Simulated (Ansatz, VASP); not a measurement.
## One calculation of Se, two programs

```
Se
1.0
    -1.69546    1.93951    1.69546
     1.69171   -1.73510    1.48730
     1.49105    1.53068   -1.49105
Se
1
Direct
  0.00000 0.00000 0.00000
```

Alike in both runs: task single point; functional PBE; k mesh 16 × 16 × 16; occupations gaussian, width 0.1 eV; no spin polarisation.

```csv
,VASP,Ansatz
version,VASP 6.6.1,Ansatz 0.2.0
potentials or method,"VASP PAW PBE potentials, release 64 (Se)","scalar-relativistic, plane waves, PAW"
plane-wave cutoff (eV),520,420
valence electrons in the cell,6,16
```

```tsv
	VASP	Ansatz	Ansatz less VASP
gap on the k mesh at the Fermi level (eV)	none	none	-
pressure (GPa)	18.1	18.0	-0.11
largest component of the traceless stress (GPa)	5.88	5.86	-0.017
```

A gap of «none» marks a metal or a gap that the smearing closes. With one functional, cell and mesh, what is left measures potentials, basis and numerics. The two sets of potentials don't hold the same shells in valence.

Caveats: so large a pressure means that the cell lies far from this level's equilibrium, or that cutoff or potentials fall short (VASP).
